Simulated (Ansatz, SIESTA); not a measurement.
This is a calculation of SnSe for Ansatz 0.2.0. 

Contents of input.yaml:

```yaml
crystal:
  lattice:
    - [11.42, 0.0, 0.0]
    - [0.0, 4.19, 0.0]
    - [0.0, 0.0, 4.46]
  atoms:
    - { symbol: Sn, position: [0.877, 0.75, 0.909] }
    - { symbol: Sn, position: [0.623, 0.25, 0.409] }
    - { symbol: Sn, position: [0.377, 0.75, 0.591] }
    - { symbol: Sn, position: [0.123, 0.25, 0.091] }
    - { symbol: Se, position: [0.643, 0.75, 0.984] }
    - { symbol: Se, position: [0.857, 0.25, 0.484] }
    - { symbol: Se, position: [0.143, 0.75, 0.516] }
    - { symbol: Se, position: [0.357, 0.25, 0.016] }
kpoints:
  mp_grid: { grid: [3, 6, 6] }
scf:
  occupations: { method: fermi_dirac, width: 0.05 }
hamiltonian:
  xc: pbe
  pseudopotentials: { kind: all_electron, lapw: { basis_error: 0.001 } }
output:
  forces: true
  stress: true
  eigenvalues: true
  populations: true
```

Potentials or basis: all-electron LAPW, scalar-relativistic.

The run is started by

```bash
$ ansatz run input.yaml --threads 4 --pin off --max-ram 10240MiB --backend cpu --events-out ev --progress --plain --runs-dir out
```

What does the same run look like in SIESTA 5.4.2? Potentials or basis there: files PseudoDojo sr-pbe-0.4.1-standard, DZP (energy shift 0.003 Ry; two zetas on semicore shells).

As run (cutoffs and basis follow the program's own potentials, and thresholds, step limits or extra output files can differ):

File SnSe.fdf:

```
SystemName                      SnSe
SystemLabel                     SnSe
NumberOfSpecies                 2
NumberOfAtoms                   8
%block ChemicalSpeciesLabel
  1  50 Sn
  2  34 Se
%endblock ChemicalSpeciesLabel

LatticeConstant                 1.0 Ang
%block LatticeVectors
    11.4200000000     0.0000000000     0.0000000000
     0.0000000000     4.1900000000     0.0000000000
     0.0000000000     0.0000000000     4.4600000000
%endblock LatticeVectors
AtomicCoordinatesFormat         Fractional
%block AtomicCoordinatesAndAtomicSpecies
     0.8770000000     0.7500000000     0.9090000000  1  Sn
     0.6230000000     0.2500000000     0.4090000000  1  Sn
     0.3770000000     0.7500000000     0.5910000000  1  Sn
     0.1230000000     0.2500000000     0.0910000000  1  Sn
     0.6430000000     0.7500000000     0.9840000000  2  Se
     0.8570000000     0.2500000000     0.4840000000  2  Se
     0.1430000000     0.7500000000     0.5160000000  2  Se
     0.3570000000     0.2500000000     0.0160000000  2  Se
%endblock AtomicCoordinatesAndAtomicSpecies

%block kgrid.MonkhorstPack
    3   0   0  0.0
    0   6   0  0.0
    0   0   6  0.0
%endblock kgrid.MonkhorstPack
XC.Functional                   GGA
XC.Authors                      PBE
PAO.BasisSize                   DZP
PAO.EnergyShift                 0.003 Ry
Mesh.Cutoff                     500 Ry
OccupationFunction              FD
ElectronicTemperature           0.05 eV
MaxSCFIterations                120
SCF.MustConverge                false
SCF.Mixer.Method                Pulay
SCF.Mixer.Weight                0.25
SCF.Mixer.History               8
SCF.DM.Tolerance                5.0e-05
SCF.H.Tolerance                 1.0e-03 eV
WriteForces                     true
Charge.Mulliken                 end
Charge.Hirshfeld                end
Charge.Voronoi                  end
SaveRho                         true
SaveElectrostaticPotential      true
%block PAO.Basis
  Sn 4
  n=5 0 2
    6.432 0.000
  n=5 1 2
    8.686 0.000
  n=4 2 2
    3.759 0.000
  n=5 2 1
    8.686
  Se 4
  n=4 0 2
    5.139 0.000
  n=4 1 2
    6.735 0.000
  n=3 2 2
    2.657 0.000
  n=4 2 1
    6.735
%endblock PAO.Basis
```

Potentials or basis: PseudoDojo 0.4 standard (PBE files), converted to PSML, two zetas on semicore shells, DZP (energy shift 0.003 Ry; two zetas on semicore shells).

Run with:

```bash
$ siesta SnSe.fdf > SnSe.out 2>&1
```

Both were run:

|  | Ansatz | SIESTA |
| --- | --- | --- |
| Pressure | 2.4 GPa | 4.0 GPa |

Where Ansatz's input types no cutoff or centring, it takes its own default and a Γ-centred mesh.

Pressure is positive in compression.
